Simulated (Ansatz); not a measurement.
# TiS2: the cost of one run

Computed with Ansatz 0.2.0 (DFT r2SCAN+D3(BJ), scalar-relativistic, plane waves, PAW, unless a step's input says otherwise).

### Step 1. Starting point

Symmetry: P-3m1, No. 164, trigonal system. The conventional cell has a = 3.412 Å, b = 3.412 Å, c = 5.695 Å, α = 90.00°, β = 90.00°, γ = 120.00°. Around Ti (site symmetry -3m) lie 6 S at 2.43 Å. S (site symmetry 3m) has 3 Ti at 2.43 Å as nearest neighbours.

Structure file:

```
Ti S
1.0
     3.41200    0.00000    0.00000
    -1.70600    2.95488    0.00000
     0.00000    0.00000    5.69500
Ti S
1 2
Direct
  0.00000 0.00000 0.00000
  0.33333 0.66667 0.25000
  0.66667 0.33333 0.75000
```

Source of the structure: the Crystallography Open Database.

(A quick probe on a coarse mesh, which set the mesh and smearing, is not shown.)

### Step 3. Full relaxation

Input file input.yaml:

```yaml
crystal:
  lattice:
    - [3.412, 0.0, 0.0]
    - [-1.706, 2.9548786777, 0.0]
    - [0.0, 0.0, 5.695]
  atoms:
    - { symbol: Ti, position: [0.0, 0.0, 0.0] }
    - { symbol: S, position: [0.3333333333, 0.6666666667, 0.25] }
    - { symbol: S, position: [0.6666666667, 0.3333333333, 0.75] }
basis:
  ecutwfc: 500
kpoints:
  mp_grid: { grid: [12, 12, 6] }
hamiltonian:
  xc: r2scan
  dispersion: d3bj
scf:
  occupations: { method: gaussian, width: 0.01 }
output:
  forces: true
  stress: true
  eigenvalues: true
relax:
  adjacent_minimum: "off"
  f_tol: 0.005
  max_steps: 80
  cell: { stress_tol: 0.05 }
```

The run is started by

```sh
$ ansatz run input.yaml --threads 2 --pin off --max-ram 5120MiB --backend cpu --events-out ev --progress --plain --runs-dir out
```

**Question.** How long does this run take on 2 threads of Intel Xeon Platinum 8375C at 2.90GHz (Ice Lake), shared host, and how much memory does it need?

About 26 s, with a peak of 0.61 GiB.
